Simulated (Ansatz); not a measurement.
# Si: molecular dynamics, part 1 of 2

The plan is to heat the crystal hard, then cool it somewhat, and see whether it keeps its order. Runs: 110 steps of 1.5 fs at constant energy, with velocities drawn for 7000 K; 160 steps of 2 fs at constant energy, with velocities drawn for 2100 K. The start is the crystal (diamond).

Method: DFT PBE, plane waves, PAW, scalar-relativistic, no spin polarisation, in Ansatz 0.2.0.

## 1. The structure to begin with

The cell holds 16 atoms (Si16): a = 7.679 Å, b = 7.679 Å, c = 7.679 Å, α = 60.00°, β = 60.00°, γ = 60.00°.

As a file:

```cif
data_structure
_symmetry_space_group_name_H-M 'P 1'
_symmetry_Int_Tables_number 1
_cell_length_a 7.6792
_cell_length_b 7.6792
_cell_length_c 7.6792
_cell_angle_alpha 60.000
_cell_angle_beta 60.000
_cell_angle_gamma 60.000
_cell_volume 320.21
loop_
_atom_site_label
_atom_site_type_symbol
_atom_site_fract_x
_atom_site_fract_y
_atom_site_fract_z
_atom_site_occupancy
Si1 Si 0.00000 0.00000 0.00000 1
Si2 Si 0.12500 0.12500 0.12500 1
Si3 Si 0.00000 0.00000 0.50000 1
Si4 Si 0.12500 0.12500 0.62500 1
Si5 Si 0.00000 0.50000 0.00000 1
Si6 Si 0.12500 0.62500 0.12500 1
Si7 Si 0.00000 0.50000 0.50000 1
Si8 Si 0.12500 0.62500 0.62500 1
Si9 Si 0.50000 0.00000 0.00000 1
Si10 Si 0.62500 0.12500 0.12500 1
Si11 Si 0.50000 0.00000 0.50000 1
Si12 Si 0.62500 0.12500 0.62500 1
Si13 Si 0.50000 0.50000 0.00000 1
Si14 Si 0.62500 0.62500 0.12500 1
Si15 Si 0.50000 0.50000 0.50000 1
Si16 Si 0.62500 0.62500 0.62500 1
```

## 2. Run 1

110 steps of 1.5 fs at constant energy, with velocities drawn for 7000 K.

input.yaml

```yaml
crystal:
  lattice:
    - [0.0, 5.43, 5.43]
    - [5.43, 0.0, 5.43]
    - [5.43, 5.43, 0.0]
  atoms:
    - { symbol: Si, position: [0.0, 0.0, 0.0] }
    - { symbol: Si, position: [0.125, 0.125, 0.125] }
    - { symbol: Si, position: [0.0, 0.0, 0.5] }
    - { symbol: Si, position: [0.125, 0.125, 0.625] }
    - { symbol: Si, position: [0.0, 0.5, 0.0] }
    - { symbol: Si, position: [0.125, 0.625, 0.125] }
    - { symbol: Si, position: [0.0, 0.5, 0.5] }
    - { symbol: Si, position: [0.125, 0.625, 0.625] }
    - { symbol: Si, position: [0.5, 0.0, 0.0] }
    - { symbol: Si, position: [0.625, 0.125, 0.125] }
    - { symbol: Si, position: [0.5, 0.0, 0.5] }
    - { symbol: Si, position: [0.625, 0.125, 0.625] }
    - { symbol: Si, position: [0.5, 0.5, 0.0] }
    - { symbol: Si, position: [0.625, 0.625, 0.125] }
    - { symbol: Si, position: [0.5, 0.5, 0.5] }
    - { symbol: Si, position: [0.625, 0.625, 0.625] }
basis:
  ecutwfc: 420.0
kpoints:
  mp_grid: { grid: [2, 2, 2] }
hamiltonian:
  xc: pbe
scf:
  occupations: { method: fermi_dirac, width: 0.3 }
  lower_state_search: "off"
md:
  timestep: 1.5
  n_steps: 110
  ensemble: nve
  temperature: 7000.0
  initial_velocities: maxwell_boltzmann
  seed: 42639
```

The run is started by

```console
> ansatz run input.yaml --threads 1 --pin off --max-ram 3072MiB --backend cpu --events-out ev --progress --plain --runs-dir out
```

The log of the run, shortened:

```text
Warning: md: disabling space-group detection — thermal motion breaks the input geometry's symmetry, so no spatial operation reduces the k-mesh or symmetrises the density; time reversal is kept, so that k and −k are solved as one point where they differ and the mesh holds both, and exact [...]
Warning: RAYON_NUM_THREADS=1 ignored (pool sized by the plan → 1); use --threads N
band count auto-derived: 54 (N_el = 64.0; filled up to band 32; 48 by the electrons, moments and atoms)
[...]
Pseudopotentials: kind: paw
Pseudopotential: Si, paw, valence charge 4, recommended cutoff 420 eV (normal), Si.paw.azcp
Functional definition: PBE
[...]
Crystal: 16 atoms, lattice volume = 320.206 Å³
Basis set: ecut = 420 eV, 6231 PW (Γ), exchange–correlation on 108×108×108 points (8 copies of the dense FFT grid, shifted against one another)
Bands: 54, of which v1, the nominal top of the filled ones, is band 32 counted from 1 (31 counted from 0)
Symmetry: 1 space group operations
k-points: 8
[...]
SCF iter   1: F=—  HF=-10171.689748 eV  |F-HF|=—  |Δ(HF+E_count)|=         —  Δρ=7.24e-4  dr2=1.60e-3  ethr=1.77e-3  ⟨swp⟩=6.4  Hψ=1954  notcnv=0
[...]
md step     0: t =     0.00 fs  T =  7000.0 K  F+E_penalty+E_count = -10171.69231681 eV  E_kin = 13.572300 eV  conserved = -10158.12001692 eV  (7 SCF iters)
[...]
md step     6: t =     9.00 fs  T =  4969.5 K  F+E_penalty+E_count = -10167.73591823 eV  E_kin = 9.635413 eV  conserved = -10158.10050490 eV  (5 SCF iters)
[...]
md step    12: t =    18.00 fs  T =  2958.8 K  F+E_penalty+E_count = -10163.82580233 eV  E_kin = 5.736833 eV  conserved = -10158.08896948 eV  (4 SCF iters)
[...]
md step    18: t =    27.00 fs  T =  3545.5 K  F+E_penalty+E_count = -10164.97601827 eV  E_kin = 6.874305 eV  conserved = -10158.10171330 eV  (4 SCF iters)
[...]
md step    22: t =    33.00 fs  T =  3852.9 K  F+E_penalty+E_count = -10165.57404085 eV  E_kin = 7.470294 eV  conserved = -10158.10374659 eV  (3 SCF iters)
md step    23: t =    34.50 fs  T =  3848.6 K  F+E_penalty+E_count = -10165.56590283 eV  E_kin = 7.462033 eV  conserved = -10158.10387014 eV  (3 SCF iters)
```

## 3. More of the same log: dynamics from the start

Output, continued, shortened:

```text
md step    24: t =    36.00 fs  T =  3808.3 K  F+E_penalty+E_count = -10165.48746332 eV  E_kin = 7.383853 eV  conserved = -10158.10361033 eV  (4 SCF iters)
[...]
md step    41: t =    61.50 fs  T =  2908.0 K  F+E_penalty+E_count = -10163.73556318 eV  E_kin = 5.638259 eV  conserved = -10158.09730420 eV  (4 SCF iters)
[...]
md step    58: t =    87.00 fs  T =  2692.9 K  F+E_penalty+E_count = -10163.31917501 eV  E_kin = 5.221205 eV  conserved = -10158.09796977 eV  (4 SCF iters)
[...]
md step    75: t =   112.50 fs  T =  2146.3 K  F+E_penalty+E_count = -10162.25819608 eV  E_kin = 4.161407 eV  conserved = -10158.09678899 eV  (4 SCF iters)
[...]
md step   109: t =   163.50 fs  T =  2421.1 K  F+E_penalty+E_count = -10162.79084536 eV  E_kin = 4.694198 eV  conserved = -10158.09664732 eV  (3 SCF iters)
[...]
md step   110: t =   165.00 fs  T =  2411.0 K  F+E_penalty+E_count = -10162.77114461 eV  E_kin = 4.674631 eV  conserved = -10158.09651366 eV  (7 SCF iters)
SCF converged after 7 iterations
Free energy (F): -10162.771145 eV
[...]
E sigma→0 (E₀):  -10161.686849 eV
Entropy (-TS):   -2.168591 eV (-135.537 meV/atom)
Fermi energy:    6.383168 eV
[...]
--- Forces (eV/Å), atoms counted from 1 ---
  atom   1  Si     1.36408189    -1.33507146     0.26199442
  atom   2  Si    -0.69184162    -0.02988771     0.43101377
  atom   3  Si    -0.46143040    -1.00187813    -1.36688247
  atom   4  Si    -1.07980117     1.09281639     0.41617200
  atom   5  Si     0.11807990    -0.72651684    -0.55999244
  atom   6  Si    -0.26139215     1.23406562     0.19500414
  atom   7  Si    -0.02153125     0.12249523     0.35179279
  atom   8  Si     1.00591134     0.20671224     0.64317227
[...]
--- MD trajectory: 110 steps, t = 0.0 → 165.0 fs ---
  final state: T = 2411.0 K   F+E_penalty+E_count = -10162.77114461 eV   E_kin = 4.674631 eV
  conserved energy: peak-to-peak 3.303e-2 eV (2.064e-3 eV/atom) over 165.0 fs
```

Wall time 9.5 min (1 thread of Arm Neoverse V1, shared host); peak memory 0.61 GiB.

## 4. What the atoms did

One step in 5; energies are changes from step 0; msd is the mean square displacement from the start, the centre of mass held:

| time (fs) | T (K) | potential energy change (meV/atom) | total energy change (meV/atom) | msd Si (Å²) |
| --- | --- | --- | --- | --- |
| 0.0 | 7000 | 0.0 | 0.00 | 0.000 |
| 7.5 | 5489 | 184.0 | 0.93 | 0.030 |
| 15.0 | 3258 | 455.6 | 2.06 | 0.097 |
| 22.5 | 3132 | 470.2 | 1.43 | 0.168 |
| 30.0 | 3757 | 394.1 | 1.07 | 0.244 |
| 37.5 | 3735 | 396.8 | 1.07 | 0.336 |
| 45.0 | 3211 | 460.6 | 1.50 | 0.439 |
| 52.5 | 3083 | 475.9 | 1.28 | 0.538 |
| 60.0 | 2943 | 493.0 | 1.39 | 0.640 |
| 67.5 | 2813 | 508.8 | 1.43 | 0.755 |
| 75.0 | 2759 | 515.4 | 1.37 | 0.882 |
| 82.5 | 2694 | 523.3 | 1.43 | 1.010 |
| 90.0 | 2688 | 523.9 | 1.32 | 1.132 |
| 97.5 | 2482 | 548.8 | 1.31 | 1.251 |
| 105.0 | 2114 | 593.6 | 1.53 | 1.377 |
| 112.5 | 2146 | 589.6 | 1.45 | 1.514 |
| 120.0 | 2399 | 558.8 | 1.31 | 1.665 |
| 127.5 | 2445 | 553.3 | 1.39 | 1.826 |
| 135.0 | 2399 | 559.0 | 1.44 | 1.988 |
| 142.5 | 2392 | 559.9 | 1.46 | 2.144 |
| 150.0 | 2446 | 553.3 | 1.43 | 2.297 |
| 157.5 | 2460 | 551.5 | 1.42 | 2.455 |
| 165.0 | 2411 | 557.6 | 1.47 | 2.622 |

time (fs), T (K) and a bar:
```
      0.0       7000 ##############################
      7.5       5489 #####################
     15.0       3258 #######
     21.0       3020 ######
     28.5       3663 ##########
     36.0       3808 ###########
     43.5       3296 #######
     49.5       3101 ######
     57.0       3015 ######
     64.5       2850 #####
     72.0       2782 ####
     79.5       2714 ####
     85.5       2691 ####
     93.0       2646 ####
    100.5       2323 ##
    108.0       2062 
    115.5       2260 #
    121.5       2426 ##
    129.0       2438 ##
    136.5       2392 ##
    144.0       2399 ##
    150.0       2446 ##
    157.5       2460 ##
    165.0       2411 ##
```

Pair distribution over the second half of the run:

```
r (Å)  g Si–Si
 0.68     0.00
 0.84     0.00
 1.00     0.00
 1.16     0.00
 1.32     0.00
 1.48     0.00
 1.64     0.00
 1.80     0.00
 1.96     0.02
 2.12     0.30
 2.28     1.42
 2.44     2.22
 2.60     1.98
 2.76     1.32
 2.92     1.14
 3.08     1.20
```

First peaks of g(r) (not always the tallest), and, where a minimum follows, the mean number of second-named atoms round a first-named one up to the next minimum:

```
 pair  peak (Å)  height  minimum (Å)  neighbours
Si–Si      2.44     2.2            -           -
```

## 5. Snapshots as a file

Extended XYZ, with forces in eV/Å:

```xyz
16
Lattice="0.000 5.430 5.430 5.430 0.000 5.430 5.430 5.430 0.000" Properties=species:S:1:pos:R:3:forces:R:3 pbc="T T T" time_fs=27.0 T=3545 dE=6.7163
Si   -0.094    0.327    0.056    0.174   -1.793   -0.896
Si    1.550    1.511    1.001   -1.049    0.676    1.076
Si    3.095    2.791    0.037    0.386    1.217   -0.978
Si    4.373    4.211    1.576   -0.439    0.093   -1.933
Si    2.805    0.470    2.518   -0.087   -3.046    0.431
Si    3.828    1.459    4.212    1.340    0.914   -0.468
Si    5.365    2.499    2.517    0.729    0.070    2.490
Si    7.096    4.375    4.259    1.084   -1.190   -1.847
Si   -0.030    2.326    2.637    0.093    1.053    0.213
Si    0.896    4.430    3.624   -0.697   -1.034    0.897
Si    2.874    5.262    2.863   -1.749   -0.469   -1.336
Si    4.098    6.383    4.212   -0.287    4.525   -0.496
Si    2.716    2.965    5.366   -1.319    1.427    0.866
Si    4.176    4.119    6.965   -1.574   -1.121    0.968
Si    5.305    5.105    5.358    1.494   -1.538   -0.065
Si    6.247    6.067    7.099    1.900    0.216    1.076
16
Lattice="0.000 5.430 5.430 5.430 0.000 5.430 5.430 5.430 0.000" Properties=species:S:1:pos:R:3:forces:R:3 pbc="T T T" time_fs=55.5 T=3046 dE=7.6878
Si   -0.115    0.323   -0.101    0.542    1.714    0.494
Si    1.522    1.777    0.908    0.500   -0.316   -0.064
Si    3.534    3.167   -0.176   -1.717   -0.643    0.221
Si    4.774    4.126    1.338   -0.194   -0.195    2.988
Si    2.841    0.335    2.415   -0.097    2.134   -0.295
Si    3.829    1.795    4.249   -1.523   -0.078    0.594
Si    5.478    2.375    2.849    1.258    1.142   -0.744
Si    7.579    4.414    4.023   -2.143   -0.619    0.144
Si   -0.042    2.181    2.605    0.527    0.578   -0.172
Si    0.275    4.321    3.645    0.786   -1.564    0.581
Si    2.662    5.149    2.975    1.971   -0.323    0.743
Si    4.152    6.722    4.287    0.176   -3.335   -0.580
Si    2.402    3.541    5.466    0.326   -0.138   -1.228
Si    3.917    3.854    7.320    0.204   -0.150   -1.246
Si    5.343    4.502    5.121   -0.088    1.017    0.709
Si    6.149    5.718    7.377   -0.530    0.776   -2.145
16
Lattice="0.000 5.430 5.430 5.430 0.000 5.430 5.430 5.430 0.000" Properties=species:S:1:pos:R:3:forces:R:3 pbc="T T T" time_fs=82.5 T=2694 dE=8.3721
Si    0.002    0.566   -0.190   -0.554    0.011    0.032
Si    1.595    2.017    0.812    0.362    0.071   -0.438
Si    3.603    3.327   -0.236   -2.599   -1.969    3.001
Si    5.007    4.066    1.619   -0.762    0.892   -0.288
Si    2.899    0.561    2.296    0.680    0.655    0.209
Si    3.585    2.160    4.328    0.869   -0.249   -0.202
Si    5.835    2.447    3.120    0.177   -0.417   -0.178
Si    7.574    4.282    3.739   -1.591   -0.280   -0.438
Si    0.067    2.145    2.519   -0.192   -0.643   -0.176
Si   -0.175    3.826    4.021    4.152    2.374   -1.568
Si    2.941    4.967    3.181   -0.476   -0.633   -0.689
Si    4.219    6.518    4.228    0.721    0.043    0.537
Si    2.151    4.070    5.320   -0.141   -0.607   -0.099
Si    3.670    3.594    7.351   -0.030    0.649   -1.142
Si    5.374    4.091    5.105   -0.138    0.461    0.562
Si    5.954    5.662    7.087   -0.476   -0.358    0.877
16
Lattice="0.000 5.430 5.430 5.430 0.000 5.430 5.430 5.430 0.000" Properties=species:S:1:pos:R:3:forces:R:3 pbc="T T T" time_fs=109.5 T=2071 dE=9.5817
Si    0.014    0.865   -0.236   -0.529   -1.031   -0.498
Si    1.679    2.212    0.661   -3.171   -1.748    1.186
Si    3.405    3.171    0.131    4.765    2.093   -1.786
Si    5.085    4.172    1.916    0.106   -0.121   -0.708
Si    3.114    1.003    2.175    0.744   -0.660    0.446
Si    3.480    2.468    4.384    0.499   -0.359   -0.024
Si    6.172    2.347    3.281   -1.829   -2.809   -0.847
Si    7.270    4.175    3.444    1.743    2.492    0.418
Si    0.137    1.978    2.401   -1.156    0.175    0.818
Si    0.038    3.738    4.147   -1.405   -0.035   -1.016
Si    3.153    4.635    3.215   -0.521    0.023   -0.444
Si    4.446    6.250    4.300    0.512    0.554    0.659
Si    1.873    4.470    5.178    0.925    0.182    1.736
Si    3.438    3.468    7.096    0.628    0.248   -0.776
Si    5.364    3.829    5.231   -0.258    0.776    0.234
Si    5.633    5.519    6.975   -1.054    0.219    0.602
16
Lattice="0.000 5.430 5.430 5.430 0.000 5.430 5.430 5.430 0.000" Properties=species:S:1:pos:R:3:forces:R:3 pbc="T T T" time_fs=138.0 T=2388 dE=8.9663
Si   -0.182    0.884   -0.378   -1.127   -1.069    0.493
Si    1.457    2.210    0.698    1.839   -0.123    0.625
Si    3.876    3.248    0.279   -0.185   -0.583    0.142
Si    5.218    4.293    2.022    0.224    0.052   -0.691
Si    3.472    1.351    2.170   -1.767    1.423    0.434
Si    3.498    2.599    4.460   -0.090   -1.998   -0.039
Si    6.215    1.786    3.196    0.296    0.866   -1.375
Si    7.247    4.462    3.200    0.075   -0.432   -0.038
Si   -0.087    1.833    2.472   -0.572    0.084   -0.071
Si    0.094    3.702    4.015    0.025    0.606   -0.342
Si    3.157    4.350    3.103   -0.963    1.739    0.002
Si    4.833    6.121    4.554   -0.338   -0.181   -0.050
Si    1.770    4.885    5.398    0.448   -0.317   -0.198
Si    3.321    3.402    6.677   -0.304   -0.103    1.579
Si    5.325    3.766    5.397    0.928    0.845   -1.123
Si    5.084    5.409    7.037    1.511   -0.809    0.651
16
Lattice="0.000 5.430 5.430 5.430 0.000 5.430 5.430 5.430 0.000" Properties=species:S:1:pos:R:3:forces:R:3 pbc="T T T" time_fs=165.0 T=2411 dE=8.9212
Si   -0.561    0.598   -0.453    1.364   -1.335    0.262
Si    1.546    2.159    0.901   -0.692   -0.030    0.431
Si    4.396    3.227    0.382   -0.461   -1.002   -1.367
Si    5.370    4.421    1.941   -1.080    1.093    0.416
Si    3.542    1.894    2.229    0.118   -0.727   -0.560
Si    3.500    2.348    4.504   -0.261    1.234    0.195
Si    6.277    1.394    2.853   -0.021    0.122    0.352
Si    7.308    4.685    3.000    1.006    0.207    0.643
Si   -0.450    1.714    2.535    0.216   -0.216   -0.717
Si    0.072    3.784    3.747    0.437    0.433   -0.030
Si    2.928    4.450    3.051   -0.207    0.482    0.702
Si    5.122    6.004    4.777   -0.554    1.446   -0.707
Si    1.832    5.265    5.628    0.054   -0.089   -0.551
Si    3.186    3.335    6.604    0.143   -0.072    1.135
Si    5.462    3.842    5.326    0.158   -1.613   -0.237
Si    4.768    5.179    7.275   -0.219    0.066    0.033
```

Reading of run 1. The temperature starts at 7000 K and averages 2414 K in the second half, where it ranges from 2062 to 2694 K. The total energy strays from its start by at most 2.06 meV/atom, 0.6 % of the mean kinetic energy, so a step of 1.5 fs is short enough over this time. By the end 4 of 16 atoms (4 Si) stand more than 1.65 Å from where they began, which a hop or a large turn of a group can both give. Counted from the crystal's sites, with the common drift removed, the atoms stand 1.57 Å away over the last tenth of the run (root mean square), 67 % of the neighbour distance: well past the 10 to 20 % at which crystals usually melt, so the lattice order is being lost.

## 6. Run 2

160 steps of 2 fs at constant energy, with velocities drawn for 2100 K, starting from the last frame of an earlier run, with new velocities.

input.yaml

```yaml
crystal:
  lattice:
    - [0.0, 5.43, 5.43]
    - [5.43, 0.0, 5.43]
    - [5.43, 5.43, 0.0]
  atoms:
    - { symbol: Si, position: [0.06504457, -0.14846503, 0.04516013] }
    - { symbol: Si, position: [0.13932233, 0.02656957, 0.25819365] }
    - { symbol: Si, position: [-0.07248572, 0.14280977, 0.66683371] }
    - { symbol: Si, position: [0.09135992, 0.26611846, 0.72292072] }
    - { symbol: Si, position: [0.05353849, 0.35691327, 0.29534306] }
    - { symbol: Si, position: [0.30872354, 0.52076287, 0.12377608] }
    - { symbol: Si, position: [-0.18692096, 0.71235029, 0.44362678] }
    - { symbol: Si, position: [0.03463799, 0.51783596, 0.82808369] }
    - { symbol: Si, position: [0.43271158, 0.0341769, -0.1170357] }
    - { symbol: Si, position: [0.6867991, 0.00326393, 0.01003203] }
    - { symbol: Si, position: [0.42105304, 0.14088103, 0.39840771] }
    - { symbol: Si, position: [0.52110377, 0.35863238, 0.58462139] }
    - { symbol: Si, position: [0.83433273, 0.20213434, 0.13527015] }
    - { symbol: Si, position: [0.62180146, 0.59441399, -0.00763255] }
    - { symbol: Si, position: [0.3412157, 0.63957757, 0.3663666] }
    - { symbol: Si, position: [0.70776248, 0.6320247, 0.24603254] }
basis:
  ecutwfc: 420.0
kpoints:
  mp_grid: { grid: [2, 2, 2] }
hamiltonian:
  xc: pbe
scf:
  occupations: { method: fermi_dirac, width: 0.3 }
  lower_state_search: "off"
md:
  timestep: 2
  n_steps: 160
  ensemble: nve
  temperature: 2100.0
  initial_velocities: maxwell_boltzmann
  seed: 832798
```

The run is started by

```console
> ansatz run input.yaml --threads 1 --pin off --max-ram 3072MiB --backend cpu --events-out ev --progress --plain --runs-dir out
```

The log of the run, shortened:

```text
Warning: md: disabling space-group detection — thermal motion breaks the input geometry's symmetry, so no spatial operation reduces the k-mesh or symmetrises the density; time reversal is kept, so that k and −k are solved as one point where they differ and the mesh holds both, and exact [...]
Warning: RAYON_NUM_THREADS=1 ignored (pool sized by the plan → 1); use --threads N
band count auto-derived: 54 (N_el = 64.0; filled up to band 32; 48 by the electrons, moments and atoms)
[...]
[... 3 set-up lines as earlier in the session ...]
[...]
Crystal: 16 atoms, lattice volume = 320.206 Å³
Basis set: ecut = 420 eV, 6231 PW (Γ), exchange–correlation on 108×108×108 points (8 copies of the dense FFT grid, shifted against one another)
Bands: 54, of which v1, the nominal top of the filled ones, is band 32 counted from 1 (31 counted from 0)
[... 1 set-up line as earlier in the session ...]
k-points: 8
[...]
SCF iter   1: F=—  HF=-10162.776370 eV  |F-HF|=—  |Δ(HF+E_count)|=         —  Δρ=2.98e-3  dr2=5.20e-2  ethr=1.77e-3  ⟨swp⟩=7.6  Hψ=2190  notcnv=0
[...]
md step     0: t =     0.00 fs  T =  2100.0 K  F+E_penalty+E_count = -10162.77114455 eV  E_kin = 4.071690 eV  conserved = -10158.69945458 eV  (9 SCF iters)
[...]
md step     7: t =    14.00 fs  T =  1848.8 K  F+E_penalty+E_count = -10162.28029952 eV  E_kin = 3.584681 eV  conserved = -10158.69561900 eV  (3 SCF iters)
[...]
md step    14: t =    28.00 fs  T =  2116.8 K  F+E_penalty+E_count = -10162.80392048 eV  E_kin = 4.104261 eV  conserved = -10158.69965912 eV  (4 SCF iters)
[...]
md step    21: t =    42.00 fs  T =  2223.2 K  F+E_penalty+E_count = -10163.00996231 eV  E_kin = 4.310595 eV  conserved = -10158.69936716 eV  (4 SCF iters)
[...]
md step    27: t =    54.00 fs  T =  2012.9 K  F+E_penalty+E_count = -10162.59717684 eV  E_kin = 3.902784 eV  conserved = -10158.69439329 eV  (3 SCF iters)
md step    28: t =    56.00 fs  T =  2007.7 K  F+E_penalty+E_count = -10162.58580094 eV  E_kin = 3.892769 eV  conserved = -10158.69303191 eV  (3 SCF iters)
```

## 7. The log goes on: dynamics from the last frame of the run before

Output, continued, shortened:

```text
md step    29: t =    58.00 fs  T =  2044.2 K  F+E_penalty+E_count = -10162.65650818 eV  E_kin = 3.963458 eV  conserved = -10158.69305003 eV  (3 SCF iters)
[...]
md step    46: t =    92.00 fs  T =  1754.9 K  F+E_penalty+E_count = -10162.10267860 eV  E_kin = 3.402666 eV  conserved = -10158.70001249 eV  (4 SCF iters)
[...]
md step    63: t =   126.00 fs  T =  2429.8 K  F+E_penalty+E_count = -10163.40958205 eV  E_kin = 4.711053 eV  conserved = -10158.69852860 eV  (3 SCF iters)
[...]
md step    80: t =   160.00 fs  T =  2410.9 K  F+E_penalty+E_count = -10163.37454033 eV  E_kin = 4.674435 eV  conserved = -10158.70010524 eV  (7 SCF iters)
[...]
md step   159: t =   318.00 fs  T =  2226.3 K  F+E_penalty+E_count = -10163.01708750 eV  E_kin = 4.316603 eV  conserved = -10158.70048477 eV  (4 SCF iters)
[...]
md step   160: t =   320.00 fs  T =  2225.5 K  F+E_penalty+E_count = -10163.01503869 eV  E_kin = 4.314998 eV  conserved = -10158.70004113 eV  (7 SCF iters)
SCF converged after 7 iterations
Free energy (F): -10163.015039 eV
[...]
E sigma→0 (E₀):  -10161.947439 eV
Entropy (-TS):   -2.135200 eV (-133.450 meV/atom)
Fermi energy:    6.400932 eV
[...]
--- Forces (eV/Å), atoms counted from 1 ---
  atom   1  Si     0.20490958    -1.97092705    -0.85693012
  atom   2  Si    -0.42282640     0.31741187     0.56842478
  atom   3  Si     0.75939937     0.34079886     1.79396605
  atom   4  Si    -0.10548422    -0.32011415    -0.29447293
  atom   5  Si     0.02361975    -2.20253730    -0.12514526
  atom   6  Si    -0.06306382     0.07464600    -0.08221788
  atom   7  Si     0.22013720     1.74900584    -1.63452996
  atom   8  Si     2.32199680     0.82981935    -1.25125087
[...]
--- MD trajectory: 160 steps, t = 0.0 → 320.0 fs ---
  final state: T = 2225.5 K   F+E_penalty+E_count = -10163.01503869 eV   E_kin = 4.314998 eV
  conserved energy: peak-to-peak 1.435e-2 eV (8.967e-4 eV/atom) over 320.0 fs
```

Run time: 15 min. Hardware: 1 thread of Arm Neoverse V1, shared host; peak memory 0.61 GiB.

(Continued in part 2 of 2.)
